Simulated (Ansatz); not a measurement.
**Debugging a many-body input for AlN (F-43m)**

A first try at the G0W0 gap of AlN (F-43m), what the program said, and an input that works.

Program: Ansatz 0.2.0. Level of theory: G0W0 on PBE, plane waves, PAW; PAW set soft_1. Results are calculated unless marked as measured.

## (1) The structure

The structure is cubic, space group F-43m (No. 216). Conventional cell: a = 4.368 Å, b = 4.368 Å, c = 4.368 Å, α = 90.00°, β = 90.00°, γ = 90.00°. Nearest to Al lie 4 N at 1.89 Å. Nearest to N lie 4 Al at 1.89 Å. Farther neighbours and most contacts between anions are not listed.

The cell and positions are those that the Materials Project relaxed with its own functionals (PBE, PBE+U or r2SCAN), kept fixed. This is not the form that AlN usually takes at ambient conditions.

## (2) First try

File input.yaml:

```yaml
crystal:
  lattice:
    - [0.0, 2.1839935596, 2.1839935596]
    - [2.1839935596, 0.0, 2.1839935596]
    - [2.1839935596, 2.1839935596, 0.0]
  atoms:
    - { symbol: Al, position: [0.0, 0.0, 0.0] }
    - { symbol: "N", position: [0.75, 0.75, 0.75] }
kpoints:
  mp_grid: { grid: [6, 6, 6] }
hamiltonian:
  xc: pbe
  pseudopotentials: { kind: paw, azcp: { folder: soft_1 } }
scf:
  occupations: { method: fermi_dirac, width: 1.0 }
gw:
  n_empty_bands: 21
  ecut_chi: 60
  qp_bands: [v2, c2]
  qp_kpoints: band_edges
  screening: { model: contour_deformation }
```

The run is started by

```sh
$ ansatz run input.yaml --threads 3 --pin off --max-ram 92160MiB --backend cuda --events-out ev --progress --plain --runs-dir out --devices 1 --max-vram 13GiB
```

Numbers of over 12 decimals in the logs are rounded to 6 here.

The log of the run:

```text
band count auto-derived: 10 (N_el = 8.0; filled up to band 4; 8 by the electrons, moments and atoms)
GPUs: using 1 of 1 available (devices: 1).
Engine: ansatz 0.2.0, x86_64-unknown-linux-gnu
Pseudopotentials: kind: paw
Pseudopotential: Al, paw, valence charge 3, recommended cutoff 420 eV (normal), soft_1/Al.paw.azcp
Pseudopotential: N, paw, valence charge 5, recommended cutoff 420 eV (normal), soft_1/N.paw.azcp
Functional definition: PBE
  parameter kappa = 0.804
  parameter beta = 0.066725
  exchange = pbe_x(kappa = kappa, mu = beta*pi^2/3)
  correlation = pbe_c(beta = beta)
device memory: the entry about to start is reckoned to put 0.4 GiB on a device that reports 64.4 GiB free (of which the cap on the GPU budget leaves the run 13.0 GiB)
GPU FFT provider: cuFFT
GPU libraries: cuBLAS 13.8.2, cuFFT 12.4.0, cuSOLVER 12.3.4
Crystal: 2 atoms, lattice volume = 20.835 Å³
Basis set: ecut = 420 eV, 411 PW (Γ)
Bands: 10, of which v1, the nominal top of the filled ones, is band 4 counted from 1 (3 counted from 0)
Symmetry: 24 space group operations
Space group: F-43m (ITA 216), of the structure as read, at distance tolerance 2.8e-5 Å
k-points: 16 of 216 (time reversal used)
Non-local potential: Al, projectors of the file, l = 0: 2, l = 1: 2, l = 2: 1
Non-local potential: N, projectors of the file, l = 0: 2, l = 1: 2, l = 2: 1
PAW form: soft (Blöchl's): semilocal exchange-correlation on the pseudo side does not see the compensation charge
PAW one-centre angular grid: Al, 110 points (default); XC on 64 Gauss nodes
PAW one-centre angular grid: N, 110 points (default); XC on 64 Gauss nodes
Initial density: superposition of atomic densities (chi_scale 0.1, normalization cell, long waves kept (reshape's long-wave potential 0.00 eV rms))
Initial wavefunctions: pseudopotential atomic-orbital guess
GPU buffer pool allocated for 13824 grid points (all kernels)
GPU transforms: local potential and band sums: pruned to the plane-wave sphere, on 24×24×24
Functional: x = pbe(κ = 0.804, μ = 0.219515), c = pbe(β = 0.066725)
SCF iter   1: F=—  HF=-925.744152 eV  |F-HF|=—  |Δ(HF+E_count)|=         —  Δρ=1.36e-1  dr2=4.70e0  ethr=3.10e-3  ⟨swp⟩=4.8  Hψ=929  notcnv=0
preconditioner: auto → none  [insulator: Δε(μ)=5.460 eV  Ē_g=19.096 eV  σ=1.000 eV  W_gap=0.83  n_scr=0 (ndim 8)  ℏωp=23.0 eV  f_vac=0.000  D(μ)=0.08/eV (n_scr^D=0)  ε∞_Penn≈2.5]
SCF iter   2: F=—  HF=-924.540647 eV  |F-HF|=—  |Δ(HF+E_count)|=    1.20e0  Δρ=4.74e-2  dr2=5.78e-1  ethr=3.10e-3  ⟨swp⟩=2.4  Hψ=378  notcnv=0
SCF iter   3: F=—  HF=-924.384989 eV  |F-HF|=—  |Δ(HF+E_count)|=   1.56e-1  Δρ=7.10e-3  dr2=6.13e-3  ethr=3.10e-3  ⟨swp⟩=2.4  Hψ=211  notcnv=0
SCF iter   4: F=—  HF=-924.385085 eV  |F-HF|=—  |Δ(HF+E_count)|=   9.64e-5  Δρ=4.74e-4  dr2=2.13e-5  ethr=7.67e-5  ⟨swp⟩=1.0  Hψ=288  notcnv=0
SCF iter   5: F=—  HF=-924.385106 eV  |F-HF|=—  |Δ(HF+E_count)|=   2.11e-5  Δρ=3.99e-5  dr2=1.47e-7  ethr=2.66e-7  ⟨swp⟩=2.2  Hψ=240  notcnv=0
SCF iter   6: F=-924.385106 eV  HF=-924.385106 eV  |F-HF|=3.52e-10  |Δ(HF+E_count)|=   8.98e-8  Δρ=3.60e-6  dr2=1.88e-9  ethr=1.25e-9  ⟨swp⟩=3.1  Hψ=653  notcnv=0
SCF 1 converged in 6 iterations: F = -924.385106 eV  dr2 = 1.88e-9
[...]
device memory: the entry about to start is reckoned to put 0.5 GiB on a device that reports 64.6 GiB free (of which the cap on the GPU budget leaves the run 13.0 GiB)
NSCF: frozen V_eff on 16 k-points, pencils in batches of 32, up to order 40
[...]
device memory: the entry about to start is reckoned to put 0.5 GiB on a device that reports 64.3 GiB free (of which the cap on the GPU budget leaves the run 13.0 GiB)
NSCF: frozen V_eff on 16 k-points, pencils in batches of 32, up to order 120
SCF converged after 6 iterations
Free energy (F): -924.385106 eV
Harris-Foulkes:  -924.385106 eV  (|F-HF|=3.52e-10)
Internal energy: -923.672520 eV  (E = F + TS)
E sigma→0 (E₀):  -924.028813 eV
Entropy (-TS):   -0.712587 eV (-356.293 meV/atom)
Fermi energy:    9.605376 eV
--- Per-component energies (eV) ---
  E_band       = 15.168969
  E_kinetic    = 156.804259
  E_local      = -208.207276  (includes V_loc(G=0)·N_el)
  E_nonlocal   = 44.775948
  E_hartree    = 76.367053
  E_xc         = -98.941096
  E_vxc        = -106.843357  (∫ρ·V_xc dr)
  E_paw        = -597.868684  (= ΣΔE_a)
  E_vpaw       = -24.094933  (= ΣTr[D̂ρ^β])
  E_aug_tail   = 0.000832  (compensation charges beyond the density's cutoff)
  E_ewald      = -296.603555
  E_smearing   = -0.712587  (= −TS)
  E_closure    = 0.000000  (closes the sum)
  Σ components = -924.385106   (vs F -924.385106, Δ=0.00e0)
--- Band table (eV; the first three rows and the last of 16) ---
  k-point 0: bands = ["-8.0847", "6.8556", "6.8556", "6.8556", "11.0751", "19.5222", "19.5222", "19.5222", "24.5454", "24.5454"]
  k-point 1: bands = ["-7.6908", "5.0234", "6.7261", "6.7261", "12.4941", "18.5938", "19.6800", "19.6800", "22.7822", "22.7822"]
  k-point 2: bands = ["-6.7162", "2.3539", "6.4909", "6.4909", "13.9111", "17.3012", "18.6746", "18.6746", "24.2566", "24.4204"]
  k-point 15: bands = ["-5.3946", "2.5921", "4.1148", "4.3974", "12.1553", "17.2353", "19.9090", "19.9092", "23.4789", "27.0666"]
```

Run time: 7.2 s. Hardware: 1 × NVIDIA H100 80GB HBM3 (shared by 6 runs) with 3 threads of AMD EPYC 7R13 (Zen 3), shared host; peak memory 0.85 GiB.

**Diagnosis.**

The self-consistent loop converged; the step after it was not made.

The fault: smeared occupations of electronvolts. A wide smearing fills conduction states and empties valence ones, so the start is no longer the insulator.

## (3) A better input

G0W0 replaces the xc potential by the self-energy, built once from these orbitals. Only a window of levels is corrected, while the sums run over the empty bands that the input names. This step takes PAW set soft_1 files.

Edit input.yaml of step 2 so:

```diff
@@ -14,3 +14,3 @@
 scf:
-  occupations: { method: fermi_dirac, width: 1.0 }
+  occupations: { method: fixed }
 gw:
```

The log of the run:

```text
GPUs: using 1 of 1 available (devices: 1).
[...]
GPU FFT provider: cuFFT
GPU libraries: cuBLAS 13.8.2, cuFFT 12.4.0, cuSOLVER 12.3.4
Crystal: 2 atoms, lattice volume = 20.835 Å³
Basis set: ecut = 420 eV, 411 PW (Γ)
Bands: 8, of which v1, the nominal top of the filled ones, is band 4 counted from 1 (3 counted from 0)
[... 1 set-up line as in the run before ...]
[...]
k-points: 16 of 216 (time reversal used)
[...]
GPU buffer pool allocated for 13824 grid points (all kernels)
[...]
SCF iter   1: F=—  HF=-925.658789 eV  |F-HF|=—  |Δ(HF+E_count)|=         —  Δρ=1.39e-1  dr2=4.93e0  ethr=3.10e-3  ⟨swp⟩=4.2  Hψ=839  notcnv=0  defer=4
[...]
SCF iter   7: F=-924.207667 eV  HF=-924.207667 eV  |F-HF|=3.73e-9  |Δ(HF+E_count)|=   5.43e-8  Δρ=4.88e-6  dr2=3.02e-9  ethr=1.25e-9  ⟨swp⟩=3.9  Hψ=575  notcnv=0
SCF 1 converged in 7 iterations: F = -924.207667 eV  dr2 = 3.02e-9
[...]
0     3      6.9655   -21.7299     3.7457   -17.6767  0.7862     6.6571     6.6580  root
     0     4      6.9655   -21.7299     3.7457   -17.6767  0.7862     6.6571     6.6580  root
     0     5     11.1514    -9.8106    -3.6940   -14.4660  0.8203    12.1197    12.1128  root
     0     6     19.5431    -6.5416    -4.8898   -12.7903  0.8092    20.9237    20.9019  root
     1     3      6.8345   -21.7241     3.7713   -17.6174  0.7855     6.4980     6.4991  root
     1     4      6.8345   -21.7241     3.7713   -17.6174  0.7855     6.4980     6.4991  root
     1     5     12.5774   -10.1092    -3.7811   -15.0503  0.8113    13.7491    13.7374  root
     1     6     18.6294    -6.9105    -4.8641   -13.1362  0.7971    20.0037    19.9909  root
[...]
12     3      5.1996   -21.2109     4.0323   -16.5476  0.7753     4.5636     4.5685  root
    12     4      5.1996   -21.2109     4.0323   -16.5476  0.7753     4.5636     4.5685  root
    12     5     10.2882    -5.8665    -3.6412   -10.1533  0.8318    10.9367    10.9338  root
    12     6     15.5843    -6.0620    -4.1860   -11.3011  0.8333    16.6471    16.6374  root
[key lines of the parts left out:]
SCF converged after 7 iterations
Free energy (F): -924.207667 eV
Fermi energy:    6.965493 eV
```

The job ended after 12 s (1 × NVIDIA H100 80GB HBM3 (shared by 6 runs) with 3 threads; peak memory 0.96 GiB; 6.3 s of CPU time).

Numbers from this step:

- bands summed: 25
- RPA ε∞ on this mesh (eigenvalues): 4.508, 4.508, 4.508
- plane waves in the screening matrix: 15
- q-points in the mesh: 216
- G0W0 gap on the mesh: 4.276 eV
- k of the valence top: 0, 0, 0
- k of the conduction bottom: 0, -0.5, -0.5
- starting gap on the mesh: 3.323 eV
- Z at the valence top: 0.7862
- Z at the conduction bottom: 0.8318
- least direct G0W0 gap on the computed points: 5.455 eV

The gap on the mesh goes from 3.32 eV to 4.28 eV, a correction of +0.95 eV. Between the two edge states, bare exchange in place of the xc potential would open the gap by 8.34 eV, and correlation takes back 7.39 eV.

## (4) Summary of results

* first try: the many-body step was refused after 7.2 s
* better run: G0W0 gap on the mesh 4.28 eV (6×6×6 mesh, 21 empty bands, screening to 60 eV, PAW set soft_1 files)

In words: The second run differs in: smearing (eV). Bands and cutoff are finite, so the gap is not at the basis limit. The miss can reach some tenths of an eV and take either sign; the mesh is an error of its own.

[Paths, hosts, dates, memory and timing lines, banners, echoed tables and standing remarks are left out of the program output.]

[Logs are printed without paths, hosts, clocks, repeated set-up lines and the standing remarks that a program may print on its own settings, such as how far it seeks lower states.]

[Runs of the session that timed out or met a known fault of the program may be left out.]

[Cells called generated may have been cut or substituted from an entry of the Crystallography Open Database or the Materials Project.]

[Hosts, paths, dates, database ids (printed as entryN), source tags and the programs' standing remarks are cut or masked in the printed files.]
